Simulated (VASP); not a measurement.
# VASP 6.6.1 run: HgSe

INCAR

```
ISMEAR = -1
EDIFF = 1E-7
NSW = 0
NELM = 120
LCHARG = .FALSE.
SIGMA = 0.02
NBANDS = 16
ISIF = 2
PREC = High
LWAVE = .FALSE.
GGA = PE
IBRION = -1
ENCUT = 520
LASPH = .TRUE.
LREAL = .FALSE.
```

KPOINTS

```
KPOINTS created by Atomic Simulation Environment
0
Gamma
8 8 8
0 0 0
```

POSCAR

```
Hg Se
 1.0000000000000000
     0.0000000000000000    2.9998851441999999    2.9998851441999999
     2.9998851441999999    0.0000000000000000    2.9998851441999999
     2.9998851441999999    2.9998851441999999    0.0000000000000000
 Hg  Se
   1   1
Cartesian
  0.0000000000000000  0.0000000000000000  0.0000000000000000
  1.4999425720999999  1.4999425720999999  1.4999425720999999
```

The recommended PBE PAW datasets give the neutral cell 18 valence electrons.

Command

```
mpirun -np 1 vasp_std
```

**Question.** How does this run end, and what does it give?

**Answer.** It converged. Results: gap between bands v and c on the k mesh 0.00 eV; least direct gap on the k mesh 0.00 eV; pressure 7.8 GPa. Band v is the last that the valence electrons fill when counted band by band, and c is the next.

OSZICAR

```
N       E                     dE             d eps       ncg     rms          rms(c)
DAV:   1     0.113371050666E+03    0.11337E+03   -0.85567E+03   928   0.101E+03
DAV:   2    -0.115567180924E+00   -0.11349E+03   -0.10584E+03  1088   0.243E+02
DAV:   3    -0.421925303525E+01   -0.41037E+01   -0.40942E+01  1176   0.477E+01
DAV:   4    -0.423512660226E+01   -0.15874E-01   -0.15873E-01  1088   0.304E+00
DAV:   5    -0.423520977189E+01   -0.83170E-04   -0.83169E-04  1184   0.198E-01    0.890E+00
DAV:   6    -0.393704002289E+01    0.29817E+00   -0.48508E-01  1368   0.101E+01    0.677E+00
DAV:   7    -0.392381760990E+01    0.13222E-01   -0.13090E-01  1032   0.264E+00    0.278E+00
DAV:   8    -0.392282197877E+01    0.99563E-03   -0.17524E-02  1056   0.164E+00    0.219E-01
DAV:   9    -0.392265648656E+01    0.16549E-03   -0.15987E-03  1184   0.572E-01    0.846E-02
DAV:  10    -0.392266761667E+01   -0.11130E-04   -0.13125E-04  1144   0.143E-01    0.301E-02
DAV:  11    -0.392268377212E+01   -0.16155E-04   -0.45842E-05  1080   0.678E-02    0.164E-02
DAV:  12    -0.392268220297E+01    0.15692E-05   -0.69931E-06  1032   0.381E-02    0.552E-03
DAV:  13    -0.392268238612E+01   -0.18315E-06   -0.17308E-06  1064   0.100E-02    0.285E-03
DAV:  14    -0.392268232809E+01    0.58036E-07   -0.24828E-07  1208   0.530E-03
   1 F= -.39226823E+01 E0= -.39226072E+01  d E =-.150226E-03
```

For comparison, a separate PBE run of the intended cell, on usual settings and not on those above, gives a gap of 0.00 eV on its mesh and a pressure of 7.8 GPa.
